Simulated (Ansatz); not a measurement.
This is a field-response calculation (clamped ions) with Ansatz 0.2.0 on a 3-atom cell of Se (P3_121) from a materials database; the level of theory is PBE. The cell was relaxed beforehand with r2SCAN+rVV10.

The input:
```yaml
crystal:
  lattice:
    - [4.2926573531, 0.0, 0.0]
    - [-2.1463286765, 3.7175503175, 0.0]
    - [0.0, 0.0, 5.0408504863]
  atoms:
    - { symbol: Se, position: [0.2284670354, 0.0, 0.3333333333] }
    - { symbol: Se, position: [0.0, 0.2284670354, 0.6666666667] }
    - { symbol: Se, position: [0.7715329646, 0.7715329646, 0.0] }
kpoints:
  mp_grid: { grid: [6, 6, 4] }
hamiltonian:
  xc: pbe
scf:
  occupations: { method: fixed }
dielectric: {}
```

Run as `ansatz run input.yaml --threads 4 --pin off --max-ram 7372MiB --backend cpu --events-out ev --progress --plain --runs-dir out`. It took 69 s on 4 threads of Arm Neoverse V2 (shared host), load about 0.6 per core; peak host memory 1 GiB.

The log, with set-up remarks and timings taken out:
```
Functional definition: PBE
Crystal: 3 atoms, lattice volume = 80.443 Å³
Basis set: ecut = 420 eV, 1547 PW (Γ)
Bands: 29, of which v1, the nominal top of the filled ones, is band 24 counted from 1 (23 counted from 0)
Symmetry: 6 space group operations
k-points: 76 of 144 (irreducible under 1 space group operation, time reversal used)
Free energy (F): -16407.205669 eV
Fermi energy:    7.073909 eV
--- Band table (eV; the first three rows and the last of 76) ---
  k-point 0: bands = […, 3.3549, 3.3549, 3.4216, 5.1294, 5.1294, 6.6937, 8.8574, 8.8574, 9.2784, 13.3665, …]
  k-point 1: bands = […, 2.7023, 3.5748, 3.7435, 5.2138, 5.5220, 6.3091, 8.4895, 8.5134, 8.8080, 13.7322, …]
  k-point 2: bands = […, 2.2724, 3.8266, 3.8266, 5.6176, 5.6176, 5.8868, 8.2682, 8.3093, 8.3093, 13.2277, …]
  k-point 75: bands = […, 1.1578, 2.7004, 2.8977, 5.1192, 5.6031, 7.0739, 8.5890, 9.8795, 9.9324, 13.3015, …]
--- Dielectric response (ions clamped): 3 representative field directions + reference, inside a basis on a mesh of 384 k-points ---
  ε∞ (high-frequency dielectric tensor):
       10.541723     0.000000     0.000000
        0.000000    10.541723     0.000000
        0.000000     0.000000    16.459649
  Born effective charges Z* (e; rows j = field, columns β = displacement):
    site 0:
         0.94848    0.00000    0.00000
         0.00000   -0.94848    0.47417
         0.00000    0.92652    0.00000
    site 1:
        -0.47424   -0.82141   -0.41064
        -0.82141    0.47424   -0.23709
        -0.80239   -0.46326    0.00000
    site 2:
        -0.47424    0.82141    0.41064
         0.82141    0.47424   -0.23709
         0.80239   -0.46326    0.00000
  ε∞ is read to err by 7.1e-2, Z* by 2.3e-2 e
```

The rows of the band table are 0: (0, 0, 0) = Γ, 1: (0, 0, 1/4), 2: (0, 0, -1/2) = A, 75: (-1/2, -1/2, -1/2) = L.

The electronic dielectric tensor ε∞ is 10.54 along x and y, 16.46 along z. Born charges, averaged over directions: Se 0.00 e.

(Simulation; spin polarisation is off.)

Spin-orbit coupling is left out.
